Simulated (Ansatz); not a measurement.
Input of an Ansatz 0.2.0 run:

The input input.yaml:

```yaml
crystal:
  lattice:
    - [-1.6749232544, 1.6749232544, 5.7401081759]
    - [1.6749232544, -1.6749232544, 5.7401081759]
    - [1.6749232544, 1.6749232544, -5.7401081759]
  atoms:
    - { symbol: Nb, position: [0.2498808, 0.7498808, 0.5] }
    - { symbol: Nb, position: [0.4998808, 0.4998808, 0.0] }
    - { symbol: P, position: [0.83274777, 0.33274777, 0.5] }
    - { symbol: P, position: [0.08274777, 0.08274777, 0.0] }
kpoints:
  mp_grid: { grid: [11, 11, 11] }
scf:
  occupations: { method: fermi_dirac, width: 0.05 }
hamiltonian:
  xc: pbesol
  pseudopotentials: { kind: all_electron, lapw: { basis_error: 0.001 } }
output:
  forces: true
  stress: true
  eigenvalues: true
  populations: true
```

Potentials or basis: all-electron LAPW, scalar-relativistic.

Run with:

```bash
$ ansatz run input.yaml --threads 2 --pin off --max-ram 8192MiB --backend cpu --events-out ev --progress --plain --runs-dir out
```

Task: Estimate the pressure.

Result: -6.4 GPa.

Task: Estimate the largest force.

Result: 0.017 eV/Å.

Forces on the atoms (eV/Å):
```
Nb   0.000  0.000  0.017
Nb   0.000  0.000  0.017
P    0.000  0.000 -0.017
P    0.000  0.000 -0.017
```
